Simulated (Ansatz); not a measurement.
# What BaTiO3 (model cell, started as cubic perovskite with Ti in the octahedra) distorts into

Which phase does BaTiO3 (model cell, started as cubic perovskite with Ti in the octahedra) fall into along its unstable mode, and how much energy does it gain?

Program: Ansatz 0.2.0. Level of theory: DFT PBEsol, scalar-relativistic, plane waves, PAW; PAW set soft_1. Results are calculated unless marked as measured.

**1. The structure**

It takes space group Pm-3m (No. 221, cubic). The conventional cell has a = 3.970 Å, b = 3.970 Å, c = 3.970 Å, α = 90.00°, β = 90.00°, γ = 90.00°. Nearest to Ba lie 12 O at 2.81 Å. Ti has 6 O at 1.99 Å nearest. Nearest to O lie 2 Ti at 1.99 Å and 4 Ba at 2.81 Å. Farther neighbours and most contacts between anions are not listed.

**2. Phonons on a q mesh**

The cell comes from relaxations at this level that are not shown. Stability and thermal properties need the whole zone. Linear response on a 4×4×4 q mesh gives force constants as far as a supercell of that size would, and the tensors from the zone-centre run are typed in so that the long-range dipole term is interpolated apart.

Contents of input.yaml:

```yaml
crystal:
  lattice:
    - [3.9701498195, 0.0, 0.0]
    - [0.0, 3.9701498195, 0.0]
    - [0.0, 0.0, 3.9701498195]
  atoms:
    - { symbol: Ba, position: [0.0, 0.0, 0.0] }
    - { symbol: Ti, position: [0.5, 0.5, 0.5] }
    - { symbol: O, position: [0.5, 0.5, 0.0] }
    - { symbol: O, position: [0.5, 0.0, 0.5] }
    - { symbol: O, position: [0.0, 0.5, 0.5] }
kpoints:
  mp_grid: { grid: [8, 8, 8] }
hamiltonian:
  xc: pbesol
  pseudopotentials: { kind: paw, azcp: { folder: soft_1 }, xc_functional: pbe }
scf:
  occupations: { method: fixed }
output:
  eigenvalues: true
phonons:
  method: dfpt
  qmesh: [4, 4, 4]
  temperatures: { t_max: 1000, t_step: 50 }
  qpath:
    path:
      - [[0.0, 0.0, 0.0], [0.0, 0.5, 0.0], [0.5, 0.5, 0.0], [0.0, 0.0, 0.0], [0.5, 0.5, 0.5], [0.0, 0.5, 0.0]]
      - [[0.5, 0.5, 0.5], [0.5, 0.5, 0.0]]
    npoints: 10
  non_analytic_term:
    high_frequency_dielectric_tensor: [[6.7286, 0.0, 0.0], [0.0, 6.7286, 0.0], [0.0, 0.0, 6.7286]]
    born_effective_charges:
      - { species: Ba, tensor: [[2.7775, 0.0, 0.0], [0.0, 2.7775, 0.0], [0.0, 0.0, 2.7775]] }
      - { species: Ti, tensor: [[7.3419, 0.0, 0.0], [0.0, 7.3419, 0.0], [0.0, 0.0, 7.3419]] }
      - { species: O, tensor: [[-2.157, 0.0, 0.0], [0.0, -2.157, 0.0], [0.0, 0.0, -5.8054]] }
      - { species: O, tensor: [[-2.157, 0.0, 0.0], [0.0, -5.8054, 0.0], [0.0, 0.0, -2.157]] }
      - { species: O, tensor: [[-5.8054, 0.0, 0.0], [0.0, -2.157, 0.0], [0.0, 0.0, -2.157]] }
    source: "zone-centre run at this cell"
```

The run is started by

```bash
$ ansatz run input.yaml --threads 4 --pin off --max-ram 16384MiB --backend cpu --events-out ev --progress --plain --runs-dir out
```

Numbers of over 12 decimals in the logs are rounded to 6 here.

The log of the run:

```text
Engine: ansatz 0.2.0, aarch64-unknown-linux-gnu
Pseudopotentials: kind: paw
Pseudopotential: Ba, paw, valence charge 10, recommended cutoff 420 eV (normal), soft_1/Ba.paw.azcp
Pseudopotential: Ti, paw, valence charge 12, recommended cutoff 420 eV (normal), soft_1/Ti.paw.azcp
Pseudopotential: O, paw, valence charge 6, recommended cutoff 420 eV (normal), soft_1/O.paw.azcp
Functional definition: PBEsol
  exchange = pbesol_x
  correlation = pbesol_c
Crystal: 5 atoms, lattice volume = 62.578 Å³
Basis set: ecut = 420 eV, 1237 PW (Γ), exchange–correlation on 54×54×54 points (8 copies of the dense FFT grid, shifted against one another)
Bands: 25, of which v1, the nominal top of the filled ones, is band 20 counted from 1 (19 counted from 0)
Symmetry: 48 space group operations
k-points: 35 of 512
Non-local potential: Ba, projectors of the file, l = 0: 3, l = 1: 2, l = 2: 2, l = 3: 2
Non-local potential: Ti, projectors of the file, l = 0: 3, l = 1: 2, l = 2: 3, l = 3: 1
Non-local potential: O, projectors of the file, l = 0: 2, l = 1: 2, l = 2: 1
PAW form: soft (Blöchl's): semilocal exchange-correlation on the pseudo side does not see the compensation charge
PAW frozen core: Ba, regenerated for the run's functional, and the local potential with it (the file was generated under x = pbe(κ = 0.804, μ = 0.219515), c = pbe(β = 0.066725))
PAW frozen core: Ti, regenerated for the run's functional, and the local potential with it (the file was generated under x = pbe(κ = 0.804, μ = 0.219515), c = pbe(β = 0.066725))
PAW frozen core: O, regenerated for the run's functional, and the local potential with it (the file was generated under x = pbe(κ = 0.804, μ = 0.219515), c = pbe(β = 0.066725))
PAW one-centre angular grid: Ba, 194 points (default); XC on 64 Gauss nodes
PAW one-centre angular grid: Ti, 590 points (default); XC on 64 Gauss nodes
PAW one-centre angular grid: O, 110 points (default); XC on 64 Gauss nodes
Initial density: superposition of atomic densities (chi_scale 0.1, normalization cell, long waves kept (reshape's long-wave potential 0.00 eV rms))
Initial wavefunctions: pseudopotential atomic-orbital guess
Functional: x = pbesol(κ = 0.804, μ = 0.123457), c = pbesol(β = 0.046)
SCF iter   1: F=—  HF=-10028.074330 eV  |F-HF|=—  |Δ(HF+E_count)|=         —  Δρ=5.64e-2  dr2=2.12e0  ethr=3.10e-3  ⟨swp⟩=4.6  Hψ=3362  notcnv=0  defer=80
preconditioner: auto → Resta (q_TF=auto, 2.532 Å⁻¹)  ε∞=5.9  [insulator: Δε(μ)=2.222 eV  Ē_g=11.632 eV  n_scr=18 (ndim 8)  ℏωp=25.7 eV  f_vac=0.000  ε∞_Penn≈5.9]
SCF iter   2: F=—  HF=-10027.687008 eV  |F-HF|=—  |Δ(HF+E_count)|=   3.87e-1  Δρ=2.34e-2  dr2=4.49e-1  ethr=3.10e-3  ⟨swp⟩=2.6  Hψ=1675  notcnv=0  defer=41
SCF iter   3: F=—  HF=-10027.628895 eV  |F-HF|=—  |Δ(HF+E_count)|=   5.81e-2  Δρ=8.75e-3  dr2=4.90e-2  ethr=1.12e-3  ⟨swp⟩=2.0  Hψ=1435  notcnv=0  defer=72
SCF iter   4: F=—  HF=-10027.632284 eV  |F-HF|=—  |Δ(HF+E_count)|=   3.39e-3  Δρ=9.79e-3  dr2=5.97e-2  ethr=1.23e-4  ⟨swp⟩=2.4  Hψ=1655  notcnv=0  defer=75
SCF iter   5: F=—  HF=-10027.621994 eV  |F-HF|=—  |Δ(HF+E_count)|=   1.03e-2  Δρ=1.41e-3  dr2=9.00e-4  ethr=1.23e-4  ⟨swp⟩=2.0  Hψ=1335  notcnv=0  defer=80
SCF iter   6: F=—  HF=-10027.622450 eV  |F-HF|=—  |Δ(HF+E_count)|=   4.56e-4  Δρ=1.87e-4  dr2=2.13e-5  ethr=2.25e-6  ⟨swp⟩=2.1  Hψ=1421  notcnv=0  defer=97
SCF iter   7: F=—  HF=-10027.622461 eV  |F-HF|=—  |Δ(HF+E_count)|=   1.07e-5  Δρ=6.04e-5  dr2=2.00e-6  ethr=5.31e-8  ⟨swp⟩=2.0  Hψ=1357  notcnv=0  defer=39
SCF iter   8: F=—  HF=-10027.622460 eV  |F-HF|=—  |Δ(HF+E_count)|=   2.87e-7  Δρ=9.33e-6  dr2=4.91e-8  ethr=5.01e-9  ⟨swp⟩=2.3  Hψ=1336  notcnv=0  defer=36
SCF iter   9: F=—  HF=-10027.622460 eV  |F-HF|=—  |Δ(HF+E_count)|=   2.27e-8  Δρ=1.96e-6  dr2=2.82e-9  ethr=1.23e-10  ⟨swp⟩=2.1  Hψ=1452  notcnv=0  defer=36
SCF iter  10: F=—  HF=-10027.622460 eV  |F-HF|=—  |Δ(HF+E_count)|=  3.87e-10  Δρ=4.08e-7  dr2=1.06e-10  ethr=7.05e-12  ⟨swp⟩=2.6  Hψ=1479  notcnv=0  defer=36
SCF iter  11: F=-10027.622460 eV  HF=-10027.622460 eV  |F-HF|=0.00e0  |Δ(HF+E_count)|=  3.64e-12  Δρ=6.69e-8  dr2=2.64e-12  ethr=1.00e-12  ⟨swp⟩=10.7  Hψ=5077  notcnv=0
SCF 1 converged in 11 iterations: F = -10027.622460 eV  dr2 = 2.64e-12
  greatest PAW one-centre occupation: 0.998 electrons in one spin orbital (limit 2), on the Ti atom at site 1 (counted from 0), in its partial waves of l = 0
NSCF: frozen V_eff on 35 k-points
NSCF: frozen V_eff on 125 k-points
DFPT response loops at q = (0, 0, 0) (fractional): preconditioner auto → none (the input reference at scf.mixing.eps_inf says where Resta's filter doesn't serve); β = 0.50; Broyden in place of MSR1
NSCF: frozen V_eff on 400 k-points
DFPT response loops at q = (0, 0, 0.25) (fractional): preconditioner auto → Resta (q_TF=auto, 2.532 Å⁻¹)  ε∞=5.7 (no band partly filled); β = 1.00, the filter's whole step (`scf.mixing.beta` (0.50) is not read by the response loops at its default; to damp them type it under 1.00, their step now; it binds the ground state too); Broyden in place of MSR1
NSCF: frozen V_eff on 250 k-points
DFPT response loops at q = (0, 0, -0.5) (fractional): mixed as the last ones told, above
NSCF: frozen V_eff on 640 k-points
DFPT response loops at q = (0, 0.25, 0.25) (fractional): mixed as the last ones told, above
NSCF: frozen V_eff on 400 k-points
DFPT response loops at q = (0, 0.25, -0.5) (fractional): mixed as the last ones told, above
NSCF: frozen V_eff on 250 k-points
DFPT response loops at q = (0, -0.5, -0.5) (fractional): mixed as the last ones told, above
NSCF: frozen V_eff on 1024 k-points
DFPT response loops at q = (0.25, 0.25, 0.25) (fractional): mixed as the last ones told, above
NSCF: frozen V_eff on 640 k-points
DFPT response loops at q = (0.25, 0.25, -0.5) (fractional): mixed as the last ones told, above
NSCF: frozen V_eff on 400 k-points
DFPT response loops at q = (0.25, -0.5, -0.5) (fractional): mixed as the last ones told, above
NSCF: frozen V_eff on 250 k-points
DFPT response loops at q = (-0.5, -0.5, -0.5) (fractional): mixed as the last ones told, above
SCF converged after 11 iterations
Free energy (F): -10027.622460 eV
Harris-Foulkes:  -10027.622460 eV  (|F-HF|=0.00e0)
Internal energy: -10027.622460 eV  (E = F + TS)
E sigma→0 (E₀):  -10027.622460 eV
Fermi energy:    10.471432 eV
--- Per-component energies (eV) ---
  E_band       = -131.058695
  E_kinetic    = 945.867596
  E_local      = -2139.799686  (includes V_loc(G=0)·N_el)
  E_nonlocal   = 310.760499
  E_hartree    = 821.911242
  E_xc         = -527.765352
  E_vxc        = -550.532329  (∫ρ·V_xc dr)
  E_paw        = -6595.139449  (= ΣΔE_a)
  E_vpaw       = -341.179415  (= ΣTr[D̂ρ^β])
  E_aug_tail   = 0.002221  (compensation charges beyond the density's cutoff)
  E_ewald      = -2843.856218
  E_core_change = 0.396686  (= ΣΔE_core)
  E_smearing   = -0.000000  (= −TS)
  E_closure    = -0.000000  (closes the sum)
  Σ components = -10027.622460   (vs F -10027.622460, Δ=0.00e0)
--- Band table (eV; the first three rows and the last of 35) ---
  k-point 0: bands = [... 16 lower, 9.3053, 10.4000, 10.4000, 10.4000, 12.2916, 12.2916, 12.2916, 14.6519, ... 1 higher]
  k-point 1: bands = [... 16 lower, 9.1666, 9.9915, 10.2784, 10.2784, 12.3116, 12.6274, 12.6274, 14.6536, ... 1 higher]
  k-point 2: bands = [... 16 lower, 8.8657, 9.2606, 10.0533, 10.0533, 12.3609, 13.3059, 13.3059, 14.6564, ... 1 higher]
  k-point 34: bands = [... 16 lower, 8.1407, 10.4714, 10.4714, 10.4714, 14.8521, 14.8521, 14.8521, 17.3389, ... 1 higher]
--- Phonons (Γ-DFPT): 4 representative perturbations + reference (Σ response iterations 12) ---
  ASR residual: 1.170e-4 → 0.000e0 eV/Å²; symmetrization residual: 4.756e-6 eV/Å²
  ASR residual per site (eV/Å²): 1.70e-5 9.22e-5 1.17e-4 1.17e-4 1.17e-4
  Γ frequencies (cm⁻¹): -187.83 -187.83 -187.83 0.00 0.00 0.00 172.22 172.22 172.22 280.11 280.11 280.11 466.98 466.98 466.98
--- Phonons (arbitrary-q DFPT): 10 irreducible q on the 4×4×4 mesh ---
  q = [0.0000, 0.0000, 0.0000] (star 1, of the zone-centre solve; hermiticity 1.54e-6, symmetrization 4.66e-13): -187.83 -187.83 -187.83 -0.00 -0.00 -0.00 172.22 172.22 172.22 280.11 280.11 280.11 466.98 466.98 466.98
  q = [0.0000, 0.0000, 0.2500] (star 6, 9 solved perturbations in 1560 linear systems a pass and spin channel, the states on 200 of 512 k-point pairs; hermiticity 1.71e-7, symmetrization 4.98e-14): -164.86 -164.86 83.58 83.58 116.94 181.23 181.23 227.57 303.64 303.65 303.65 453.41 453.41 482.96 664.63
  q = [0.0000, 0.0000, -0.5000] (star 3, 9 solved perturbations in 975 linear systems a pass and spin channel, the states on 125 of 512 k-point pairs; hermiticity 2.56e-7, symmetrization 2.04e-13): -149.96 -149.96 107.84 107.84 151.01 197.43 197.43 275.87 322.03 332.51 332.51 434.18 434.18 520.93 657.61
  q = [0.0000, 0.2500, 0.2500] (star 12, 9 solved perturbations in 2460 linear systems a pass and spin channel, the states on 320 of 512 k-point pairs; hermiticity 5.47e-7, symmetrization 1.82e-14): -144.32 83.30 102.25 121.28 210.14 216.97 242.66 256.29 285.11 317.67 351.79 437.60 457.15 481.50 687.98
  q = [0.0000, 0.2500, -0.5000] (star 12, 15 solved perturbations on 200 of 512 k-point pairs; hermiticity 3.58e-7, symmetrization 3.56e-14): -132.14 106.93 107.37 109.27 237.25 249.71 255.77 288.66 308.58 339.38 394.42 412.94 438.82 499.44 693.02
  q = [0.0000, -0.5000, -0.5000] (star 3, 9 solved perturbations in 975 linear systems a pass and spin channel, the states on 125 of 512 k-point pairs; hermiticity 3.88e-7, symmetrization 2.60e-14): -122.97 106.89 107.84 107.84 202.14 279.05 279.05 346.03 346.03 353.51 397.61 440.22 440.22 463.54 714.25
  q = [0.2500, 0.2500, 0.2500] (star 8, 4 solved perturbations in 1376 linear systems a pass and spin channel, the states on 512 of 512 k-point pairs; hermiticity 3.09e-7, symmetrization 2.85e-13): 102.37 102.37 109.58 210.56 210.56 242.96 247.53 247.53 288.36 364.50 364.50 442.36 442.36 472.01 710.89
  q = [0.2500, 0.2500, -0.5000] (star 12, 9 solved perturbations in 2460 linear systems a pass and spin channel, the states on 320 of 512 k-point pairs; hermiticity 2.13e-7, symmetrization 2.08e-13): 106.56 109.66 120.27 219.19 228.86 231.19 231.37 290.54 352.54 376.37 397.94 416.74 427.64 478.13 719.65
  q = [0.2500, -0.5000, -0.5000] (star 6, 9 solved perturbations in 1560 linear systems a pass and spin channel, the states on 200 of 512 k-point pairs; hermiticity 1.86e-7, symmetrization 1.42e-13): 119.88 120.01 120.01 190.63 224.41 224.41 244.08 378.38 378.38 380.58 386.82 430.45 430.45 443.04 735.55
  q = [-0.5000, -0.5000, -0.5000] (star 1, 4 solved perturbations in 350 linear systems a pass and spin channel, the states on 125 of 512 k-point pairs; hermiticity 8.51e-8, symmetrization 1.16e-13): 131.50 131.50 131.50 177.83 177.83 177.83 361.60 361.60 396.66 396.66 396.66 420.29 420.29 420.29 749.35
  sum rule: each row above includes the acoustic sum rule's correction from the zone centre's row sums; it moved no ω² by more than (1.41 cm⁻¹)²
  mesh force constants: q→R imaginary residual 2.40e-18; ASR residual 1.170e-4 → 0.000e0 eV/Å²; symmetrization residual 7.105e-15 eV/Å²
  interpolated dispersion: 63 rows × 15 modes
  density of states and harmonic sums: on the 16×16×16 q-mesh, interpolated from the force constants of a 4×4×4 supercell (with the dipole–dipole term of supplied tensors)
  largest difference from the sums on the solved wave vectors: F 5.51e-2 eV, S 7.07e-5 and C_V 2.07e-5 eV/K
  zero-point energy: 0.273456 eV/cell   skipped modes (ω ≤ 0): 121, of them read as no rigid motion or as one in doubt: 118 (6.157e-1 modes/cell left out, lowest -187.83 cm⁻¹)   left out of the sums: 4.11e-2 of the cell's modes: C_V's classical limit lies that fraction below 3 k_B per atom; for a crystal, a wire or a layer, F and S can be off by more, and a phonons.interpolated_qmesh denser along its periods is the remedy for the sampling
```

Run time: 12 min. Hardware: 4 threads of Arm Neoverse V1, shared host; peak memory 2.2 GiB.

In the SCF lines HF is the Harris–Foulkes energy and dr2 the Hartree energy of the density residual, in eV; the loop may stop once dr2 is under the threshold and the program's other checks hold. Hψ counts applications of the Hamiltonian.

This step gave:

```
gap on the k-mesh                                       : 1.820 eV
volume per atom                                         : 12.52 Å³
sum-rule residual before enforcement                    : 1.17e-4 eV/Å²
lowest frequency on the path                            : -187.8 cm⁻¹
point group                                             : m-3m
highest frequency on the path or at a solved wavevector : 749.4 cm⁻¹
highest optical mode at the zone centre (no LO-TO term) : 467.0 cm⁻¹
lowest optical zone-centre mode                         : -187.8 cm⁻¹
lowest mode on the q mesh (acoustic modes at Γ apart)   : -187.8 cm⁻¹
```

Frequencies (cm⁻¹) solved at each irreducible wavevector; negative means imaginary. Frequencies by wavevector, by row:

```csv
q in reciprocal lattice units,star,mode 1,mode 2,mode 3,mode 4,mode 13,mode 14,mode 15
0 0 0,1,-187.8,-187.8,-187.8,0,467,467,467
0 0 0.25,6,-164.9,-164.9,83.6,83.6,453.4,483,664.6
0 0 -0.5,3,-150,-150,107.8,107.8,434.2,520.9,657.6
0 0.25 0.25,12,-144.3,83.3,102.2,121.3,457.1,481.5,688
0 0.25 -0.5,12,-132.1,106.9,107.4,109.3,438.8,499.4,693
0 -0.5 -0.5,3,-123,106.9,107.8,107.8,440.2,463.5,714.2
0.25 0.25 0.25,8,102.4,102.4,109.6,210.6,442.4,472,710.9
0.25 0.25 -0.5,12,106.6,109.7,120.3,219.2,427.6,478.1,719.6
0.25 -0.5 -0.5,6,119.9,120,120,190.6,430.4,443,735.5
-0.5 -0.5 -0.5,1,131.5,131.5,131.5,177.8,420.3,420.3,749.4
```

Interpolated from a 4×4×4 q mesh, with the LO-TO term (at Γ the limit along the path; where Γ stands inside the path, tables give the limit on arrival). Phonon branches along the path, in cm⁻¹:

```csv
point,branch 1,branch 2,branch 3,branch 4,branch 12,branch 13,branch 14,branch 15
Γ,-188,-188,0,0,450,467,467,660
halfway,-165,-165,84,84,453,453,483,665
X,-150,-150,108,108,434,434,521,658
halfway,-132,107,107,109,413,439,499,693
M,-123,107,108,108,440,440,464,714
halfway,-144,83,102,121,438,457,482,688
Γ,-188,-188,0,0,450,467,467,660
halfway,102,102,110,211,442,442,472,711
R,132,132,132,178,420,420,420,749
halfway,107,110,120,219,417,428,478,720
X,-150,-150,108,108,434,434,521,658
jump to R,132,132,132,178,420,420,420,749
halfway,120,120,120,191,430,430,443,736
M,-123,107,108,108,440,440,464,714
```

Symmetry leaves 10 wavevectors to solve. The lowest mode among them, the acoustic zeros apart, lies at Γ and is imaginary, 187.8i cm⁻¹, so the energy falls along it.

**3. The mode frozen in, largest atomic shift 0 Å**

The mode followed lies at Γ with frequency 187.8i cm⁻¹ and is 3-fold degenerate, the softest among the wavevectors solved. At small amplitude the distorted cell has space group no. 38 by a symmetry search on the positions. The undistorted cell that holds it gives the zero of energy on the same k mesh.

input.yaml, the sections that differ from step 2:

```yaml
scf:
  occupations: { method: gaussian, width: 0.02 }
output:
  forces: true
  stress: true
  eigenvalues: true
# crystal, kpoints, hamiltonian: as in step 2
# phonons: removed
```

The log of the run:

```text
[...]
Crystal: 5 atoms, lattice volume = 62.578 Å³
Basis set: ecut = 420 eV, 1237 PW (Γ), exchange–correlation on 54×54×54 points (8 copies of the dense FFT grid, shifted against one another)
Bands: 25, of which v1, the nominal top of the filled ones, is band 20 counted from 1 (19 counted from 0)
Symmetry: 48 space group operations
[...]
k-points: 35 of 512
[...]
k-point 0: bands = [... 16 lower, 9.3053, 10.3999, 10.3999, 10.3999, 12.2916, 12.2916, 12.2916, 14.6518, ... 1 higher]
  k-point 1: bands = [... 16 lower, 9.1665, 9.9915, 10.2784, 10.2784, 12.3116, 12.6274, 12.6274, 14.6535, ... 1 higher]
  k-point 2: bands = [... 16 lower, 8.8657, 9.2606, 10.0533, 10.0533, 12.3608, 13.3058, 13.3058, 14.6563, ... 1 higher]
  k-point 34: bands = [... 16 lower, 8.1407, 10.4714, 10.4714, 10.4714, 14.8520, 14.8520, 14.8520, 17.3389, ... 1 higher]
[key lines of the parts left out:]
SCF converged after 8 iterations
Free energy (F): -10027.622460 eV
Fermi energy:    11.381495 eV
P = ⅓ Tr σ = 0.0036 GPa (0.036 kbar)
```

Wall time 1.3 s (4 threads); peak memory 0.39 GiB; 4.4 s of CPU time.

This step gave:

* pressure: 0.003630 GPa
* energy from the undistorted cell: 0 meV/atom

At this level the gap is 1.82 eV on the k-mesh of the self-consistent run, which can miss the band edges.

**4. The mode frozen in, largest atomic shift 0.08 Å**

The atoms are moved along the unstable eigenvector, the largest shift by 0.08 Å, with the cell fixed.

input.yaml, the sections that differ from step 3:

```yaml
crystal:
  lattice:
    - [3.9701498195, 0.0, 0.0]
    - [0.0, 3.9701498195, 0.0]
    - [0.0, 0.0, 3.9701498195]
  atoms:
    - { symbol: Ba, position: [0.0, -0.0001810755, -0.0001810755] }
    - { symbol: Ti, position: [0.5, 0.4881904797, 0.4881904797] }
    - { symbol: O, position: [0.5, 0.5095796216, 0.0177276165] }
    - { symbol: O, position: [0.5, 0.0177276165, 0.5095796216] }
    - { symbol: O, position: [0.0, 0.5095796216, 0.5095796216] }
# kpoints, hamiltonian, scf, output: as in step 3
```

The log of the run:

```text
[...]
Crystal: 5 atoms, lattice volume = 62.578 Å³
Basis set: ecut = 420 eV, 1237 PW (Γ), exchange–correlation on 54×54×54 points (8 copies of the dense FFT grid, shifted against one another)
Bands: 25, of which v1, the nominal top of the filled ones, is band 20 counted from 1 (19 counted from 0)
Symmetry: 4 space group operations
[...]
k-points: 105 of 512 (time reversal used)
[...]
--- Band table (eV; the first three rows and the last of 105) ---
  k-point 0: bands = [... 16 lower, 9.2843, 10.1695, 10.1760, 10.2412, 12.5506, 12.6511, 12.7716, 14.8926]
  k-point 1: bands = [... 16 lower, 9.1779, 9.8622, 10.0822, 10.1694, 12.6093, 12.9019, 12.9839, 14.9162]
  k-point 2: bands = [... 16 lower, 8.9048, 9.2670, 9.8919, 9.9818, 12.6582, 13.5195, 13.5411, 14.9181]
  k-point 104: bands = [... 16 lower, 8.1650, 10.3867, 10.4551, 10.4683, 14.9281, 14.9904, 15.0109, 17.2044]
[key lines of the parts left out:]
SCF converged after 7 iterations
Free energy (F): -10027.633985 eV
Fermi energy:    11.509443 eV
P = ⅓ Tr σ = 1.8021 GPa (18.021 kbar)
```

It took 5 s on 4 threads; peak memory 0.49 GiB; 19 s of CPU time.

Numbers from this step:

```
pressure                         : 1.802 GPa
gap on the k-mesh                : 2.082 eV
energy from the undistorted cell : -2.305 meV/atom
```

The energy, extrapolated to zero smearing, is -2.31 meV/atom against the undistorted cell.

The run ends at a pressure of 1.80 GPa, with forces up to 0.13 eV/Å.

[end of part 1 of 3]

[Logs are printed without paths, hosts, clocks, repeated set-up lines and the standing remarks that a program may print on its own settings, such as how far it seeks lower states.]

[Hosts, paths, dates, database ids (printed as entryN), source tags and the programs' standing remarks are cut or masked in the printed files.]
